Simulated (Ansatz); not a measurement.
# AlCo (Pm-3m) under biaxial strain in the (001) plane

Aim: how do the optical modes of AlCo (Pm-3m) shift and split under this strain?

Calculated with Ansatz 0.2.0; DFT PBEsol, scalar-relativistic, plane waves, PAW; PAW set soft_1.

This is a report of a sequence of runs, with most program output left out.

**1. The structure**

The structure is cubic, space group Pm-3m (No. 221). The conventional cell has a = 2.819 Å, b = 2.819 Å, c = 2.819 Å, α = 90.00°, β = 90.00°, γ = 90.00°. Nearest to Al lie 8 Co at 2.44 Å. Co has 8 Al at 2.44 Å nearest. Farther neighbours are not listed.

As a file:

```cif
data_structure
_symmetry_space_group_name_H-M 'P 1'
_symmetry_Int_Tables_number 1
_cell_length_a 2.8194
_cell_length_b 2.8194
_cell_length_c 2.8194
_cell_angle_alpha 90.000
_cell_angle_beta 90.000
_cell_angle_gamma 90.000
_cell_volume 22.41
loop_
_atom_site_label
_atom_site_type_symbol
_atom_site_fract_x
_atom_site_fract_y
_atom_site_fract_z
_atom_site_occupancy
Al1 Al 0.00000 0.00000 0.00000 1
Co2 Co 0.50000 0.50000 0.50000 1
```

**2. Bringing the structure to rest**

Harmonic phonons are second derivatives at a point where the forces vanish, and they are wanted at zero stress, so atoms and cell are relaxed first.

input.yaml reads:

```yaml
crystal:
  lattice:
    - [2.81940321, 0.0, 0.0]
    - [0.0, 2.81940321, 0.0]
    - [0.0, 0.0, 2.81940321]
  atoms:
    - { symbol: Al, position: [0.0, 0.0, 0.0] }
    - { symbol: Co, position: [0.5, 0.5, 0.5] }
kpoints:
  mp_grid: { grid: [14, 14, 14] }
hamiltonian:
  xc: pbesol
  pseudopotentials: { kind: paw, azcp: { folder: soft_1 }, xc_functional: pbe }
scf:
  occupations: { method: gaussian, width: 0.1 }
output:
  forces: true
  stress: true
  eigenvalues: true
  write_density: true
  write_potential: true
  elf: true
  volumetric_format: npy
relax:
  adjacent_minimum: "off"
  f_tol: 0.005
  max_steps: 80
  cell: { stress_tol: 0.05 }
```

On the command line:

```
> ansatz run input.yaml --threads 4 --pin off --max-ram 10240MiB --backend cpu --events-out ev --progress --plain --runs-dir out
```

The job ended after 2.4 s (4 threads of Arm Neoverse V2, shared host; peak memory 0.33 GiB).

This run has no spin polarisation, although Co can carry a moment.

The steps of the relaxation:

| step | energy less that of the first step (eV) | largest force component (eV/Å) | pressure (GPa) | volume (Å³) |
| --- | --- | --- | --- | --- |
| 1 | 0.0000 | 0.0000 | 0.62 | 22.41 |
| 2 | -0.0001 | 0.0000 | 0.28 | 22.45 |
| 3 | -0.0001 | 0.0000 | 0.00 | 22.48 |
| 4* | -0.0001 | 0.0000 | 0.00 | 22.48 |

Relaxation steps marked * repeat the geometry before them on a plane-wave basis chosen anew for their cell, so energy and pressure can jump there.

The run keeps the 48 symmetry operations that it works with, so distortions that break them were not tested.

| conventional cell, symmetrised | before | after | change |
| --- | --- | --- | --- |
| a (Å) | 2.819 | 2.822 | +0.1 % |
| b (Å) | 2.819 | 2.822 | +0.1 % |
| c (Å) | 2.819 | 2.822 | +0.1 % |
| volume (Å³/atom) | 11.21 | 11.24 | +0.3 % |

Final coordinates:

```xyz
2
Lattice="2.8224 0.0000 0.0000 0.0000 2.8224 0.0000 0.0000 0.0000 2.8224" Properties=species:S:1:pos:R:3 pbc="T T T"
Al    0.0000    0.0000    0.0000
Co    1.4112    1.4112    1.4112
```

Numbers from this step:

| Quantity | Value |
| --- | --- |
| pressure | 0.002759 GPa |
| volume per atom | 11.24 Å³ |
| gap on the k-mesh | 0 eV |

Electrostatic potential energy in the ac plane at fractional y = 0.500, with atoms of Co within 0.2 Å of it. With pseudopotentials it is smooth inside the atoms' cores, unlike the true potential.

Ten even steps from '_' (-32 eV) to '@' (16 eV):
```
@@@@@@@@@@@@@@@@@@@@@@@@@@@@@@
@@@@@@@@@@@@@@@@@@@@@@@@@@@@@@
@@@@@@@@@@%%##****##%%@@@@@@@@
@@@@@@@@##++--::::--++##@@@@@@
@@@@@@%%++::________::++%%@@@@
@@@@@@##--____________--##@@@@
@@@@@@**::____....____::**@@@@
@@@@@@**::____....____::**@@@@
@@@@@@##--____________--##@@@@
@@@@@@%%++::________::++%%@@@@
@@@@@@@@##++--::::--++##@@@@@@
@@@@@@@@@@%%##****##%%@@@@@@@@
@@@@@@@@@@@@@@@@@@@@@@@@@@@@@@
@@@@@@@@@@@@@@@@@@@@@@@@@@@@@@
@@@@@@@@@@@@@@@@@@@@@@@@@@@@@@
```
Columns run along a (2.8 Å; values clipped at the 3rd and 97th percentile), rows up along c (2.8 Å). Atoms in or near the plane, at fractional coordinates: Co at (0.50, 0.50).

ELF in the ac plane at fractional y = 0.500, with atoms of Co within 0.2 Å of it. It is the smooth field of the valence electrons, not physical close to the nuclei.

Ten even steps from '_' (0.16) to '@' (0.75):
```
++++++++==----::::----==++++++
++++==--::..________..::--==++
++++--::..____________..::--++
++==::..__............__..::==
==--..__..::--------::..__..--
==--____..--++####++--..____--
==::____..--##@@@@##--..____::
==::____..--##@@@@##--..____::
==--____..--++####++--..____--
==--..__..::--------::..__..--
++==::..__............__..::==
++++--::..____________..::--++
++++==--::..________..::--==++
++++++++==----::::----==++++++
++++++++++============++++++++
```
Columns run along a (2.8 Å), rows up along c (2.8 Å). Atoms in or near the plane, at fractional coordinates: Co at (0.50, 0.50).

Valence density in the ac plane at fractional y = 0.500, with atoms of Co within 0.2 Å of it. It is the smooth field of the valence electrons, not physical close to the nuclei.

Values in e/Å³, 15 rows by 15 columns:
```
 0  0  0  0  0  0  0  0  0  0  0  0  0  0  0
 0  0  0  0  0  0  0  0  0  0  0  0  0  0  0
 0  0  0  0  0  0  1  1  1  1  0  0  0  0  0
 0  0  0  0  1  1  2  2  2  2  1  1  0  0  0
 0  0  0  0  1  2  5  8  8  5  2  1  0  0  0
 0  0  0  1  2  5 13 23 23 13  5  2  1  0  0
 0  0  0  1  2  8 23 42 42 23  8  2  1  0  0
 0  0  0  1  2  8 23 42 42 23  8  2  1  0  0
 0  0  0  1  2  5 13 23 23 13  5  2  1  0  0
 0  0  0  0  1  2  5  8  8  5  2  1  0  0  0
 0  0  0  0  1  1  2  2  2  2  1  1  0  0  0
 0  0  0  0  0  0  1  1  1  1  0  0  0  0  0
 0  0  0  0  0  0  0  0  0  0  0  0  0  0  0
 0  0  0  0  0  0  0  0  0  0  0  0  0  0  0
 0  0  0  0  0  0  0  0  0  0  0  0  0  0  0
```
Columns run along a (2.8 Å), rows up along c (2.8 Å). Atoms in or near the plane, at fractional coordinates: Co at (0.50, 0.50).

In this step the volume went from 11.21 to 11.24 Å³/atom.

**3. Tight relaxation**

Phonons need small forces and stress, so the relaxation is finished with tight tolerances on 16×16×16 k points.

input.yaml reads:

```yaml
crystal:
  lattice:
    - [2.8224065082, 0.0, 0.0]
    - [0.0, 2.8224065082, 0.0]
    - [0.0, 0.0, 2.8224065082]
  atoms:
    - { symbol: Al, position: [0.0, 0.0, 0.0] }
    - { symbol: Co, position: [0.5, 0.5, 0.5] }
kpoints:
  mp_grid: { grid: [16, 16, 16] }
hamiltonian:
  xc: pbesol
  pseudopotentials: { kind: paw, azcp: { folder: soft_1 }, xc_functional: pbe }
scf:
  occupations: { method: methfessel_paxton, width: 0.2 }
output:
  forces: true
  stress: true
  eigenvalues: true
relax:
  adjacent_minimum: "off"
  f_tol: 0.001
  max_steps: 60
  cell: { stress_tol: 0.01 }
```

The job ended after 2.7 s (4 threads; peak memory 0.35 GiB; 9.3 s of CPU time).

Little changed from the start: no atom moved by 0.005 Å and no cell edge by 0.1 %.

Numbers from this step:

```yaml
pressure: 5.46e-4 GPa
```

The forces vanish by symmetry and the pressure is 0.001 GPa, within the tolerances set. The cell now holds 11.24 Å³/atom.

**4. Modes at rest**

Phonons follow from the second derivative of the energy, found here by linear response.

The modes at rest are the reference of the series.

input.yaml, the sections that differ from step 3:

```yaml
crystal:
  lattice:
    - [2.8222089286, 0.0, 0.0]
    - [0.0, 2.8222089286, 0.0]
    - [0.0, 0.0, 2.8222089286]
  atoms:
    - { symbol: Al, position: [0.0, 0.0, 0.0] }
    - { symbol: Co, position: [0.5, 0.5, 0.5] }
output:
  eigenvalues: true
phonons:
  method: dfpt
# kpoints, hamiltonian, scf: as in step 3
# relax: removed
```

It took 7.2 s on 4 threads; peak memory 0.64 GiB; 25 s of CPU time.

Numbers from this step:

```yaml
sum_rule_residual_before_enforcement: 2.11e-5 eV/Å²
point_group: m-3m
highest_optical_mode_at_the_zone_centre_no_lo_to_term: 339.9 cm⁻¹
lowest_optical_zone_centre_mode: 339.9 cm⁻¹
```

Patterns of degenerate modes are one choice out of their space. Modes at Γ, with each element's share of the kinetic energy:

| mode | frequency (cm⁻¹) | symmetry | Al % | Co % |
| --- | --- | --- | --- | --- |
| 1 | 0.0 | acoustic | 31 | 69 |
| 2 | 0.0 | acoustic | 31 | 69 |
| 3 | 0.0 | acoustic | 31 | 69 |
| 4 | 339.9 | T1u | 69 | 31 |
| 5 | 339.9 | T1u | 69 | 31 |
| 6 | 339.9 | T1u | 69 | 31 |

Displacements in mode 5 (339.9 cm⁻¹), the largest set to 1:
```
Al1  0.00  1.00  0.00
Co2  0.00 -0.46  0.00
```

Before it was imposed, the acoustic sum rule was missed by 2.1e-5 eV/Å². Small misses are needed for a sound result but don't prove that mesh and cutoff are converged. The lowest optical mode is real, 340 cm⁻¹.

**5. Relaxation of a member: biaxial strain of +4 % in the (001) plane**

The cell takes a biaxial strain of +4 % in the (001) plane. The strained lengths are held, while the rest of the cell and the atoms relax.

input.yaml, the sections that differ from step 4:

```yaml
crystal:
  lattice:
    - [2.9350972858, 0.0, 0.0]
    - [0.0, 2.9350972858, 0.0]
    - [0.0, 0.0, 2.7636579838]
  atoms:
    - { symbol: Al, position: [0.0, 0.0, 0.0] }
    - { symbol: Co, position: [0.5, 0.5, 0.5] }
output:
  forces: true
  stress: true
  eigenvalues: true
relax:
  adjacent_minimum: "off"
  f_tol: 0.001
  max_steps: 60
  cell: { stress_tol: 0.01, fix: [a, b, gamma] }
# kpoints, hamiltonian, scf: as in step 4
# phonons: removed
```

Elapsed: 8 s, on 4 threads; peak memory 0.42 GiB; 29 s of CPU time.

Step by step:

| step | energy less that of the first step (eV) | largest force component (eV/Å) | pressure (GPa) | volume (Å³) |
| --- | --- | --- | --- | --- |
| 1 | 0.0000 | 0.0000 | -9.33 | 23.81 |
| 2 | -0.0008 | 0.0000 | -8.58 | 23.70 |
| 3 | -0.0009 | 0.0000 | -8.32 | 23.67 |
| 4 | -0.0009 | 0.0000 | -8.33 | 23.67 |
| 5* | -0.0009 | 0.0000 | -8.33 | 23.67 |

Relaxation steps marked * repeat the geometry before them on a plane-wave basis chosen anew for their cell, so energy and pressure can jump there.

The run keeps the 16 symmetry operations that it works with, so distortions that break them were not tested.

| conventional cell, symmetrised | before | after | change |
| --- | --- | --- | --- |
| a (Å) | 2.935 | 2.935 | +0.0 % |
| b (Å) | 2.935 | 2.935 | +0.0 % |
| c (Å) | 2.764 | 2.748 | -0.6 % |
| volume (Å³/atom) | 11.90 | 11.83 | -0.6 % |

Final coordinates:

```cif
data_structure
_symmetry_space_group_name_H-M 'P 1'
_symmetry_Int_Tables_number 1
_cell_length_a 2.9351
_cell_length_b 2.9351
_cell_length_c 2.7476
_cell_angle_alpha 90.000
_cell_angle_beta 90.000
_cell_angle_gamma 90.000
_cell_volume 23.67
loop_
_atom_site_label
_atom_site_type_symbol
_atom_site_fract_x
_atom_site_fract_y
_atom_site_fract_z
_atom_site_occupancy
Al1 Al 0.00000 0.00000 0.00000 1
Co2 Co 0.50000 0.50000 0.50000 1
```

This step gave:

```yaml
pressure: -8.331 GPa
volume_per_atom: 11.83 Å³
```

The forces vanish by symmetry.

The cell shrank by 0.6 % in volume.

**6. Modes of this member: biaxial strain of +4 % in the (001) plane**

The zone-centre modes follow for biaxial strain of +4 % in the (001) plane.

input.yaml, the sections that differ from step 5:

```yaml
crystal:
  lattice:
    - [2.9350972858, 0.0, 0.0]
    - [0.0, 2.9350972858, 0.0]
    - [0.0, 0.0, 2.7475684518]
  atoms:
    - { symbol: Al, position: [0.0, 0.0, 0.0] }
    - { symbol: Co, position: [0.5, 0.5, 0.5] }
output:
  eigenvalues: true
phonons:
  method: dfpt
# kpoints, hamiltonian, scf: as in step 5
# relax: removed
```

The job ended after 20 s (4 threads; peak memory 0.95 GiB; 72 s of CPU time).

Numbers from this step:

```
sum-rule residual before enforcement                    : 4.02e-5 eV/Å²
point group                                             : 4/mmm
highest optical mode at the zone centre (no LO-TO term) : 308.6 cm⁻¹
lowest optical zone-centre mode                         : 306.0 cm⁻¹
```

Patterns of degenerate modes are one choice out of their space. Modes at Γ, with each element's share of the kinetic energy:

| mode | frequency (cm⁻¹) | symmetry | Al % | Co % |
| --- | --- | --- | --- | --- |
| 1 | 0.0 | acoustic | 31 | 69 |
| 2 | 0.0 | acoustic | 31 | 69 |
| 3 | 0.0 | acoustic | 31 | 69 |
| 4 | 306.0 | Eu | 69 | 31 |
| 5 | 306.0 | Eu | 69 | 31 |
| 6 | 308.6 | A2u | 69 | 31 |

The lowest optical mode is real, 306 cm⁻¹, and the highest lies at 308.6 cm⁻¹.

For the highest optical mode at the zone centre (no LO-TO term), step 4 gave 340 cm⁻¹; this run, with strain 4 %, gives 309 cm⁻¹ (-9 %).

**7. A member of the series: biaxial strain of -4 % in the (001) plane**

The cell takes a biaxial strain of -4 % in the (001) plane. The strained lengths are held, while the rest of the cell and the atoms relax.

input.yaml, the sections that differ from step 6:

```yaml
crystal:
  lattice:
    - [2.7093205714, 0.0, 0.0]
    - [0.0, 2.7093205714, 0.0]
    - [0.0, 0.0, 2.9206504611]
  atoms:
    - { symbol: Al, position: [0.0, 0.0, 0.0] }
    - { symbol: Co, position: [0.5, 0.5, 0.5] }
output:
  forces: true
  stress: true
  eigenvalues: true
relax:
  adjacent_minimum: "off"
  f_tol: 0.001
  max_steps: 60
  cell: { stress_tol: 0.01, fix: [a, b, gamma] }
# kpoints, hamiltonian, scf: as in step 6
# phonons: removed
```

The job ended after 11 s (4 threads; peak memory 0.4 GiB; 42 s of CPU time).

The steps of the relaxation:

| step | energy less that of the first step (eV) | largest force component (eV/Å) | pressure (GPa) | volume (Å³) |
| --- | --- | --- | --- | --- |
| 1 | 0.0000 | 0.0000 | 10.97 | 21.44 |
| 2 | -0.0020 | 0.0000 | 9.72 | 21.56 |
| 3 | -0.0029 | 0.0000 | 8.24 | 21.71 |
| 4 | -0.0029 | 0.0000 | 8.16 | 21.72 |
| 5* | -0.0031 | 0.0000 | 8.16 | 21.72 |
| 6 | -0.0031 | 0.0000 | 8.15 | 21.72 |
| 7* | -0.0031 | 0.0000 | 8.15 | 21.72 |

Relaxation steps marked * repeat the geometry before them on a plane-wave basis chosen anew for their cell, so energy and pressure can jump there.

Forces are held to the 16 operations that the run works with; a distortion that breaks them can't arise in this run.

| conventional cell, symmetrised | before | after | change |
| --- | --- | --- | --- |
| a (Å) | 2.709 | 2.709 | -0.0 % |
| b (Å) | 2.709 | 2.709 | -0.0 % |
| c (Å) | 2.921 | 2.959 | +1.3 % |
| volume (Å³/atom) | 10.72 | 10.86 | +1.3 % |

Final coordinates:

```xyz
2
Lattice="2.7093 0.0000 0.0000 0.0000 2.7093 0.0000 0.0000 0.0000 2.9594" Properties=species:S:1:pos:R:3 pbc="T T T"
Al    0.0000    0.0000    0.0000
Co    1.3547    1.3547    1.4797
```

This step gave:

```yaml
pressure: 8.150 GPa
volume_per_atom: 10.86 Å³
```

The forces vanish by symmetry.

**8. Modes of this member: biaxial strain of -4 % in the (001) plane**

The zone-centre modes follow for biaxial strain of -4 % in the (001) plane.

input.yaml, the sections that differ from step 7:

```yaml
crystal:
  lattice:
    - [2.7093205714, 0.0, 0.0]
    - [0.0, 2.7093205714, 0.0]
    - [0.0, 0.0, 2.9594327183]
  atoms:
    - { symbol: Al, position: [0.0, 0.0, 0.0] }
    - { symbol: Co, position: [0.5, 0.5, 0.5] }
output:
  eigenvalues: true
phonons:
  method: dfpt
# kpoints, hamiltonian, scf: as in step 7
# relax: removed
```

Run time: 19 s. Hardware: 4 threads; peak memory 0.91 GiB; 69 s of CPU time.

Numbers from this step:

| Quantity | Value |
| --- | --- |
| sum-rule residual before enforcement | 1.56e-5 eV/Å² |
| highest optical mode at the zone centre (no LO-TO term) | 364.0 cm⁻¹ |
| lowest optical zone-centre mode | 352.9 cm⁻¹ |

Patterns of degenerate modes are one choice out of their space. Modes at Γ, with each element's share of the kinetic energy:

| mode | frequency (cm⁻¹) | symmetry | Al % | Co % |
| --- | --- | --- | --- | --- |
| 1 | 0.0 | acoustic | 31 | 69 |
| 2 | 0.0 | acoustic | 31 | 69 |
| 3 | 0.0 | acoustic | 31 | 69 |
| 4 | 352.9 | Eu | 69 | 31 |
| 5 | 352.9 | Eu | 69 | 31 |
| 6 | 364.0 | A2u | 69 | 31 |

The lowest optical mode is real, 353 cm⁻¹, and the highest lies at 364.0 cm⁻¹.

Between step 4 and this run (strain -4 %) the value for the highest optical mode at the zone centre (no LO-TO term) moves from 340 cm⁻¹ to 364 cm⁻¹ (+7 %).

**9. All members side by side**

The members are set side by side, also those not shown above.

Stress is positive in compression; energies are extrapolated to zero smearing, and E0 is that at rest; the edges not held and the atoms are relaxed in each cell; all runs use 16×16×16 k points and Methfessel-Paxton smearing of 0.2 eV. State of the crystal along the series:

| strain (%) | in-plane stress (GPa) | free strain along [001] (%) | E - E0 (meV/atom) |
| --- | --- | --- | --- |
| -4 | 12.22 | 4.862 | 34.74 |
| -3 | 9.111 | 3.488 | 19.68 |
| -2 | 6.069 | 2.206 | 8.957 |
| -1 | 3.059 | 1.024 | 2.296 |
| 0 | 5.46e-4 | 0 | 0 |
| 1 | -3.292 | -0.7902 | 2.411 |
| 2 | -6.552 | -1.46 | 9.533 |
| 3 | -9.624 | -2.075 | 21.1 |
| 4 | -12.49 | -2.645 | 36.9 |

Optical modes are counted from below at rest and tracked from member to member by their patterns, and modes that stay within 0.3 cm⁻¹ of each other stand once; labels, where given, are those at rest; the edges not held and the atoms are relaxed in each cell; all runs use 16×16×16 k points and Methfessel-Paxton smearing of 0.2 eV. Optical modes along the series:

| strain (%) | optical mode 1 T1u, singlet (cm⁻¹) | optical mode 2 T1u, doublet (cm⁻¹) |
| --- | --- | --- |
| -4 | 364 | 352.9 |
| -3 | 358.7 | 351.4 |
| -2 | 352.9 | 348.9 |
| -1 | 346.8 | 345.2 |
| 0 | 339.9 | 339.9 |
| 1 | 332.3 | 332.6 |
| 2 | 324.4 | 324.2 |
| 3 | 316.5 | 315.4 |
| 4 | 308.6 | 306 |

Value and slope at zero strain of a cubic (a lower polynomial where under five rows exist) through the rows within 2 % of rest. Slopes at rest:

| mode | frequency (cm⁻¹) | shift per percent of strain (cm⁻¹) | shift per GPa of compressive stress (cm⁻¹) |
| --- | --- | --- | --- |
| optical mode 1 T1u, singlet | 339.9 | -7.28 | 2.29 |
| optical mode 2 T1u, doublet | 339.8 | -6.32 | 1.99 |

**10. What came out**

| Item | Value |
| --- | --- |
| members | 9 |
| highest optical mode at the zone centre (no LO-TO term), at rest | 339.9 cm⁻¹ |
| biaxial modulus in the (001) plane | 318 GPa |
| optical mode 1 T1u, singlet, shift per percent | -7.28 cm⁻¹ |
| optical mode 2 T1u, doublet, shift per percent | -6.32 cm⁻¹ |

In words: The stress changes by 3.18 GPa for each percent, a biaxial modulus of 318 GPa in the (001) plane. For each percent the free edge responds with -0.90 %. The strain lowers the symmetry: the level at 339.9 cm⁻¹ splits, into 364.0 and 352.9 cm⁻¹ at -4 %. Within 2 % of rest optical mode 2 T1u, doublet bends away from a straight line, so a single slope holds only near rest. The fastest shift in the table of slopes is -7.3 cm⁻¹ for each percent (optical mode 1 T1u, singlet), or 2.3 cm⁻¹ for each GPa of compressive stress. For small strain, the measured shift of a line that Raman or infrared light can see, divided by its slope, estimates the stress, if the state of stress is of this kind. These are harmonic frequencies at zero temperature: anharmonic shifts, linewidths and thermal expansion are left out. With no gap, or one that is small against the smearing, the frequencies hang on the k mesh and the smearing, most of all near Kohn anomalies. The runs are without spin polarisation, although Co often carries a moment. The PAW files were made for PBE; the program adapts parts of them to the functional of the run, but their partial waves stay those of PBE, an approximation that was not tested in this session. Only the zone centre was solved, so an instability at another wavevector cannot show here.

[Logs are printed without paths, hosts, clocks, repeated set-up lines and the standing remarks that a program may print on its own settings, such as how far it seeks lower states.]

[Hosts, paths, dates, database ids (printed as entryN), source tags and the programs' standing remarks are cut or masked in the printed files.]
